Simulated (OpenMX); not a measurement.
Se:

```
CELL_PARAMETERS angstrom
4.36620 0.00000 0.00000
-2.18310 3.78124 0.00000
0.00000 0.00000 4.95360
ATOMIC_POSITIONS crystal
Se 0.77460 0.77460 0.00000
Se 0.00000 0.22540 0.66667
Se 0.22540 0.00000 0.33333
```

Base run:

| Property | Result |
| --- | --- |
| Program | OpenMX 3.8.5 |
| Functional | PBE |
| Potentials or basis | OpenMX 2013 PBE set, Se7.0-s3p2d1, grid cutoff 300 Ry |
| k mesh | 7 × 7 × 7 |
| Occupations | fermi-dirac, width 0.05 eV |
| Spin | no spin polarisation |

Its results: band gap on the k mesh 1.19 eV, indirect (least direct gap 1.49 eV); pressure 5.3 GPa; largest force 1.530 eV/Å.

Task: The run is repeated on the same cell with these changes: potentials or basis from OpenMX 2013 PBE set, Se7.0-s3p2d1, grid cutoff 300 Ry to OpenMX 2013 PBE set, Se7.0-s3p2d2, grid cutoff 300 Ry. What comes out?

Result: Band gap on the k mesh 1.19 eV, indirect (least direct gap 1.51 eV); pressure 3.9 GPa; largest force 1.148 eV/Å.

Caveats: the mesh misses the band edges, which the band path finds closer together; the basis of atomic orbitals isn't converged, which shifts pressures, moduli and gaps; forces of over 1 eV/Å show positions far from the minimum, so gaps and moduli don't describe the material at rest.

Not every run made on this cell is shown here.
